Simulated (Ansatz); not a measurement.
This is a one-shot G0W0 calculation with Ansatz on BN built on the zincblende prototype; the level of theory is G0W0@PBE with 35 empty bands, a screening cutoff of 120 eV and a 6×6×6 mesh. Cell and atoms come from a relaxation with r2SCAN.

Input (YAML):
```yaml
crystal:
  lattice:
    - [0.0, 1.8048254535, 1.8048254535]
    - [1.8048254535, 0.0, 1.8048254535]
    - [1.8048254535, 1.8048254535, 0.0]
  atoms:
    - { symbol: B, position: [0.0, 0.0, 0.0] }
    - { symbol: "N", position: [0.25, 0.25, 0.25] }
kpoints:
  mp_grid: { grid: [6, 6, 6] }
hamiltonian:
  xc: pbe
scf:
  occupations: { method: fixed }
gw:
  n_empty_bands: 35
  ecut_chi: 120
  qp_bands: [v2, c2]
  qp_kpoints: band_edges
  screening: { model: contour_deformation }
```

Run as `ansatz run input.yaml --threads 4 --pin off --max-ram 7372MiB --backend cpu --events-out ev --progress --plain --runs-dir out`. Wall time 1.9 s on 4 threads of Arm Neoverse V2, with other jobs on the host; peak host memory 0.25 GiB.

Abridged output:
```
Functional definition: PBE
Crystal: 2 atoms, lattice volume = 11.758 Å³
Basis set: ecut = 420 eV, 259 PW (Γ)
Bands: 8, of which v1, the nominal top of the filled ones, is band 4 counted from 1 (3 counted from 0)
Symmetry: 24 space group operations
Space group: F-43m (ITA 216)
k-points: 16 of 216 (time reversal used)
preconditioner: auto → none  [insulator: Δε(μ)=4.478 eV  ℏωp=30.6 eV]
SCF converged after 6 iterations
Free energy (F): -542.269921 eV
Fermi energy:    11.254098 eV
--- Per-component energies (eV) ---
  E_band       = 26.857436
  E_kinetic    = 185.906064
  E_local      = -174.893443
  E_nonlocal   = 56.617822
  E_hartree    = 49.009723
  E_xc         = -93.511371
  E_vxc        = -116.315325
  E_paw        = -206.483084
  E_vpaw       = -22.477243
  E_ewald      = -358.915735
--- Band table (eV; the first three rows and the last of 16) ---
  k-point 0: bands = [-9.0292, 11.2541, 11.2541, 11.2541, 20.1040, 20.1040, 20.1040, 21.6475]
  k-point 1: bands = [-8.3566, 8.2343, 10.6318, 10.6318, 20.6350, 21.0181, 21.0181, 23.5411]
  k-point 2: bands = [-6.4850, 3.3600, 9.6860, 9.6860, 21.2079, 21.9422, 21.9422, 25.8328]
  k-point 15: bands = [-3.1861, 3.0366, 5.0344, 5.0765, 19.0474, 23.3130, 26.3839, 28.1020]
--- G₀W₀: contour deformation, 6 samples at zero and on the imaginary axis and 2 off it, 216 q-points, 35 empty bands' worth ---
    ik  band        ε_KS         Σx   Σc(E_QP)       V_xc       Z   E_QP_lin       E_QP  E_QP is
     0     3     11.2541   -22.9209     2.9618   -19.3036  0.8274    10.5969    10.5986  root
     0     4     11.2541   -22.9209     2.9618   -19.3036  0.8274    10.5969    10.5986  root
     0     5     20.1040    -7.9373    -5.3472   -14.6968  0.8391    21.5259    21.5163  root
     0     6     20.1040    -7.9373    -5.3472   -14.6968  0.8391    21.5259    21.5163  root
     1     3     10.6318   -22.6768     3.0557   -18.8968  0.8263     9.9054     9.9075  root
     1     4     10.6318   -22.6768     3.0557   -18.8968  0.8263     9.9054     9.9075  root
     1     5     20.6350    -9.0488    -5.3923   -15.7478  0.8351    21.9503    21.9416  root
     1     6     21.0181    -8.0733    -5.5461   -15.1035  0.8343    22.5136    22.5022  root
     2     3      9.6860   -22.5952     3.2820   -18.4833  0.8235     8.8529     8.8561  root
     2     4      9.6860   -22.5952     3.2820   -18.4833  0.8235     8.8529     8.8561  root
     2     5     21.2079    -9.7862    -5.4747   -16.4984  0.8324    22.4535    22.4454  root
     2     6     21.9422    -7.8355    -5.7202   -15.0464  0.8317    23.4452    23.4329  root
     3     3      9.3045   -22.6260     3.3890   -18.3653  0.8222     8.4292     8.4328  root
     3     4      9.3045   -22.6260     3.3890   -18.3653  0.8222     8.4292     8.4328  root
     3     5     21.4486   -10.0742    -5.4980   -16.7848  0.8314    22.6690    22.6612  root
     3     6     21.9973    -7.6324    -5.6736   -14.7463  0.8337    23.4490    23.4376  root
     4     3      9.4972   -22.2685     3.2368   -18.1853  0.8238     8.6475     8.6508  root
     4     4      9.4972   -22.2685     3.2368   -18.1853  0.8238     8.6475     8.6508  root
     4     5     19.0374    -8.1160    -5.1250   -14.4428  0.8428    20.2455    20.2391  root
     4     6     22.6009    -8.4619    -5.8643   -15.9420  0.8257    24.2326    24.2167  root
     9     3      7.2043   -22.2205     3.8043   -17.3404  0.8150     6.1217     6.1285  root
     9     4      7.2043   -22.2205     3.8043   -17.3404  0.8150     6.1217     6.1285  root
     9     5     16.9743    -8.0506    -4.7417   -13.7085  0.8494    17.8938    17.8905  root
     9     6     21.5933    -7.7944    -5.2937   -14.1393  0.8429    22.6500    22.6446  root
    12     3      6.3270   -22.2936     4.0371   -17.1067  0.8106     5.1690     5.1772  root
    12     4      6.3270   -22.2936     4.0371   -17.1067  0.8106     5.1690     5.1772  root
    12     5     15.7287    -8.0224    -4.5007   -13.3021  0.8532    16.5100    16.5078  root
    12     6     20.5231    -7.9207    -5.0710   -13.9407  0.8481    21.4761    21.4720  root
    14     3      5.1739   -22.7188     4.4342   -16.9826  0.8024     3.8591     3.8719  root
    14     4      6.7384   -21.8244     3.8133   -16.8911  0.8141     5.6110     5.6185  root
    14     5     20.7706    -8.4474    -5.2137   -14.8761  0.8369    21.9932    21.9857  root
    14     6     23.0999    -7.9783    -6.0158   -15.3637  0.8255    24.4819    24.4696  root
```

The rows of the band table are 0: (0, 0, 0) = Γ, 1: (0, 0, 1/6), 2: (0, 0, 1/3), 15: (1/6, -1/2, -1/3).

The points are ik 0 = (0, 0, 0) (Γ), ik 1 = (0, 0, 1/6), ik 2 = (0, 0, 1/3), ik 3 = (0, 0, -1/2) (L), ik 4 = (0, 1/6, 1/6), ik 9 = (0, 1/3, 1/3), ik 12 = (0, -1/2, -1/2) (X), ik 14 = (1/6, 1/3, -1/3); band 4 is the last filled one.

Over the mesh points the PBE gap of 4.47 eV becomes a quasiparticle gap of 5.91 eV (Γ to X), a change of +1.44 eV. Renormalisation factors Z lie between 0.80 and 0.85. The G0W0 figures hold for the stated bands, cutoff and mesh and aren't extrapolated.

The values are computed, spin-unpolarised, and not measurements.
